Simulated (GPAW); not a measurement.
## ZnS: energy against volume and a worked fit

The structure is cubic, space group F-43m (No. 216). The conventional cell has a = 5.404 Å, b = 5.404 Å, c = 5.404 Å, α = 90.00°, β = 90.00°, γ = 90.00°. Around Zn (site symmetry -43m) lie 4 S at 2.34 Å. Around S (site symmetry -43m) lie 4 Zn at 2.34 Å.

The cell was scaled at fixed shape and fractions and run with GPAW, PAW data sets generated for this functional, cutoff 600 eV; BLYP+D3(BJ), k mesh 7 × 7 × 7 on the cell of 2 atoms, fermi-dirac occupations of 0.05 eV, no spin polarisation, no spin-orbit coupling. Energies are those that the program minimises, any entropy of the smearing included.

```tsv
V (Å³/atom)	energy over the lowest row (meV/atom)
18.5432	8.77
18.9377	2.22
19.3322	0.00
19.7268	?
20.1213	6.75
20.5158	14.95
20.9104	25.90
```

Fit the third-order Birch-Murnaghan form, give V0, B0 and B′, and predict the energy left open.

With y = (V0/V)^(2/3), E = E0 + (9 V0 B0/16) [(y - 1)³ B′ + (y - 1)² (6 - 4y)]. Least squares through the rows shown give V0 = 19.3540 Å³/atom, E0 = -0.01 meV, B0 = 76.51 GPa (1 eV/Å³ = 160.218 GPa) and B′ = 4.53, with a largest miss of 0.00 meV. At V = 19.7268 the form with these constants gives 1.65 meV; the run gave 1.63 meV an atom. Measured volume: 19.8 Å³/atom (pmc:11595366, doi:10.3390/ma17225622), so the fit lies -2.3 % from it. Measured modulus: 76.9 GPa (arxiv:0911.5022), so the fit lies -0.5 % from it. The runs are for a static lattice.
